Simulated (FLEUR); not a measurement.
# Co (P-3m1) in FLEUR: single point with LDA

Aim: the single point of Co with LDA.

All numbers are computed with FLEUR MaX-R8.1 (later development tree); they aren't measurements. Logs are shortened: lines on timing, memory, paths and dates and some standing lists are left out, and cuts for length are marked.

### Step 1. The structure

The structure is trigonal, space group P-3m1 (No. 164). Conventional cell: a = 2.487 Å, b = 2.487 Å, c = 4.063 Å, α = 90.00°, β = 90.00°, γ = 120.00°. Around Co (site symmetry 3m) lie 12 Co at 2.42 to 2.55 Å.

### Step 2. Single point, LDA, collinear spin, ferromagnetic start

inp.xml

```xml
<?xml version="1.0" encoding="UTF-8" standalone="no"?>
<fleurInput fleurInputVersion="0.39">
   <comment>
      Co                                                                                                  
   </comment>
   <calculationSetup>
      <cutoffs Kmax="4.67" Gmax="14.5" GmaxXC="14.5" numbands="0"/>
      <scfLoop itmax="60" minDistance="0.00001" maxIterBroyd="15" imix="Anderson" alpha="0.05" precondParam="0.0" spinf="2.0" sdNocoIR="T"/>
      <coreElectrons ctail="T" frcor="F" kcrel="0" coretail_lmax="0"/>
      <xcFunctional name="vwn" relativisticCorrections="F"/>
      <magnetism jspins="2"/>
      <soc l_soc="F" theta="0.0" phi="0.0" spav="F"/>
      <expertModes spex="0" secvar="F"/>
      <geometryOptimization l_f="F" forcealpha="1.0" forcemix="BFGS" epsdisp="0.00001" epsforce="0.00001"/>
      <ldaU l_linMix="F" mixParam="0.05" spinf="1.0"/>
   </calculationSetup>
   <cell>
      <bzIntegration valenceElectrons="34.0" mode="hist" fermiSmearingEnergy="0.00183747">
         <kPointListSelection listName="default-1"/>
         <!-- k-points included here -->
         <xi:include xmlns:xi="http://www.w3.org/2001/XInclude" href="kpts.xml"> </xi:include>
      </bzIntegration>
      <!-- symmetry operations included here -->
      <xi:include xmlns:xi="http://www.w3.org/2001/XInclude" href="sym.xml"> </xi:include>
      <bulkLattice scale="1.0">
         <bravaisMatrix>
            <row-1>    4.7004383834322416     0.0000000000000000     0.0000000000000000</row-1>
            <row-2>   -2.3502191917161208     4.0706990489911368     0.0000000000000000</row-2>
            <row-3>    0.0000000000000000     0.0000000000000000     7.6785043263879400</row-3>
         </bravaisMatrix>
      </bulkLattice>
   </cell>
   <atomSpecies>
      <species name="Cobalt (Co2.000" element="Co" atomicNumber="27">
         <mtSphere radius="2.1" gridPoints="701" logIncrement="0.017"/>
         <atomicCutoffs lmax="8" lnonsphr="8"/>
         <electronConfig flipSpins="F">
            <coreConfig>(1s1/2) (2s1/2) (2p1/2) (2p3/2)</coreConfig>
            <valenceConfig>(3s1/2) (3p1/2) (3p3/2) (4s1/2) (3d3/2) (3d5/2)</valenceConfig>
            <stateOccupation state="(3d3/2)" spinUp="1.5" spinDown="1.3"/>
            <stateOccupation state="(3d5/2)" spinUp="3.0" spinDown="1.2"/>
         </electronConfig>
         <energyParameters s="4" p="4" d="3" f="4"/>
         <lo type="SCLO" l="0" n="3" eDeriv="0"/>
         <lo type="SCLO" l="1" n="3" eDeriv="0"/>
         <lo type="SCLO" l="1" n="3" eDeriv="1"/>
         <lo type="SCLO" l="2" n="3" eDeriv="2"/>
         <lo type="SCLO" l="3" n="4" eDeriv="2"/>
      </species>
   </atomSpecies>
   <atomGroups>
      <atomGroup species="Cobalt (Co2.000">
         <relPos label="                   1">1.000/3.000 -1.000/3.000 -.2598610000</relPos>
         <relPos label="                   2">-1.000/3.000 1.000/3.000 .2598610000</relPos>
         <force calculate="T" relaxXYZ="TTT"/>
      </atomGroup>
   </atomGroups>
   <output dos="F" band="F" slice="F">
      <checks vchk="F" cdinf="F"/>
      <bandDOS minEnergy="-.5*Htr" maxEnergy="0.5*Htr" sigma="0.015" storeEVData="T"/>
      <vacuumDOS vacdos="F" integ="F" star="F" nstars="0" locx1="0.0" locy1="0.0" locx2="0.0" locy2="0.0" nstm="0" tworkf="0.0"/>
      <unfoldingBand unfoldBand="F" supercellX="1" supercellY="1" supercellZ="1"/>
      <plotting iplot="0" polar="F">
         <plot TwoD="T" vec1="  1.0  0.0  0.0" vec2="  0.0  1.0  0.0" vec3="  0.0  0.0  1.0" zero="  0.0  0.0  0.0" file="plot"/>
      </plotting>
      <chargeDensitySlicing numkpt="0" minEigenval="0.0" maxEigenval="0.0" nnne="0" pallst="F"/>
      <specialOutput eonly="F"/>
      <moessbauerParams electricFieldGradient="T" isomerShift="T" coreHyperfine="T" valenceHyperfine="T"/>
      <magneticCircularDichroism mcd="F" energyLo="-10.0" energyUp="0.0"/>
   </output>
  <!-- We include the file relax.xml here to enable relaxations (see documentation) -->
  <xi:include xmlns:xi="http://www.w3.org/2001/XInclude" href="relax.xml"> <xi:fallback/> </xi:include>
</fleurInput>
```

crystal.txt

```
Co
&input cartesian=F /
2.4873648738  0.0000000000  0.0000000000
-1.2436824369  2.1541211692  0.0000000000
0.0000000000  0.0000000000  4.0632895034
1.8897261246
1.0 1.0 1.0

2
27 0.3333333333  0.6666666667  0.7401390000 : 2.000
27 0.6666666666  0.3333333334  0.2598610000 : 2.000

&kpt div1=10 div2=10 div3=6 gamma=T /
```

Potentials or basis: all-electron, FLAPW.

Launch:

```sh
$ inpgen -f crystal.txt -profile fastHighL
$ # inp.xml edited to the form shown
$ fleur_MPI
```

The log of the run:

```text
Welcome to FLEUR        (www.flapw.de)
      MaX-Release 8.1          (www.max-centre.eu)

 ========== k-point set info ==========
 Selected k-point list: default-1
 k-point list type: mesh
 10 x 10 x 6
 Number of k points: 72

 ------------Calculation Setup---------------------------
 Number of MPI-tasks      :            1
 Number of PE/node        :            1
 Number of OMP-threads    :            1
 Most efficient MPI parallelization for:
           1           2           3           4           6           8           9          12          18          24          36          72
 Additional eigenvalue parallelization possible
 Number of basis functions:          340
 Approximate size of matrices (H+S) per k-point:         0.002 GB
 --------------------------------------------------------
 Iteration:     1   Distance:       8.26208827 me/bohr^3
 Iteration:     2   Distance:       6.97318455 me/bohr^3
 Iteration:     3   Distance:       3.87908341 me/bohr^3
 Iteration:     4   Distance:       1.36222432 me/bohr^3
 Iteration:     5   Distance:       1.07150008 me/bohr^3
 Iteration:     6   Distance:       0.22156103 me/bohr^3
 Iteration:     7   Distance:       0.11606279 me/bohr^3
 Iteration:     8   Distance:       0.08060850 me/bohr^3
 Iteration:     9   Distance:       0.02470627 me/bohr^3
 Iteration:    10   Distance:       0.02766130 me/bohr^3
 Iteration:    11   Distance:       0.00370884 me/bohr^3
 Iteration:    12   Distance:       0.00493524 me/bohr^3
 Iteration:    13   Distance:       0.00053426 me/bohr^3
 Iteration:    14   Distance:       0.00012087 me/bohr^3
 Iteration:    15   Distance:       0.00011110 me/bohr^3
 Iteration:    16   Distance:       0.00010717 me/bohr^3
 Iteration:    17   Distance:       0.00005464 me/bohr^3
 Iteration:    18   Distance:       0.00003095 me/bohr^3
 Iteration:    19   Distance:       0.00000475 me/bohr^3

 ********************************************************************
 Run finished successfully
 Stop message:
   all done
 ********************************************************************
```

Run time: 84 s. Hardware: 1 thread of Arm Neoverse V1, shared host; peak memory 0.07 GiB.

Results:

```
Free energy                                           : -75710.9093 eV
Band gap on the k mesh                                : none (metal or under the smearing width)
Net moment                                            : 3.27 μB per cell
Site moments                                          : Co +1.69 μB
Valence electrons inside the program's atomic spheres : Co 15.53 (radii Co 2.1 bohr)
```

Levels at points of the mesh, in eV from the Fermi level:
Spin up:
| k point | band 15 | band 16 | band 17 | band 18 | band 19 | band 20 | band 21 | band 22 | band 23 | band 24 |
| --- | --- | --- | --- | --- | --- | --- | --- | --- | --- | --- |
| (0.00, 0.00, 0.00) | -2.23 | -1.79 | -1.79 | -0.71 | -0.71 | -0.24 | 6.12 | 21.89 | 24.43 | 24.43 |
| (0.00, 0.00, 0.50) | -2.56 | -2.56 | -1.13 | -1.13 | -0.93 | -0.93 | 14.03 | 15.21 | 22.46 | 22.70 |
| (0.00, 0.50, 0.00) | -2.13 | -0.56 | -0.53 | -0.39 | 1.35 | 3.33 | 9.35 | 10.30 | 12.54 | 13.84 |
| (0.00, 0.50, 0.50) | -1.03 | -0.94 | -0.50 | -0.44 | 1.41 | 1.69 | 7.08 | 7.38 | 18.03 | 18.41 |
Spin down:
| k point | band 12 | band 13 | band 14 | band 15 | band 16 | band 17 | band 18 | band 19 |
| --- | --- | --- | --- | --- | --- | --- | --- | --- |
| (0.00, 0.00, 0.00) | -0.96 | -0.96 | -0.63 | -0.63 | -0.10 | -0.10 | -0.05 | 1.08 |
| (0.00, 0.00, 0.50) | -1.31 | -1.02 | -1.02 | -1.01 | -1.01 | 0.65 | 0.65 | 0.81 |
| (0.00, 0.50, 0.00) | -1.71 | -1.09 | -1.03 | -0.62 | 1.23 | 1.31 | 1.40 | 2.61 |
| (0.00, 0.50, 0.50) | -2.21 | -0.24 | 0.16 | 0.26 | 0.39 | 1.31 | 1.35 | 2.10 |

Core levels (eV from the Fermi level):
```tsv
atom	levels
1 Co	1s1/2 -7567.4, 2s1/2 -889.7, 2p1/2 -771.8, 2p3/2 -757.0
2 Co	1s1/2 -7567.4, 2s1/2 -889.7, 2p1/2 -771.8, 2p3/2 -757.0
```
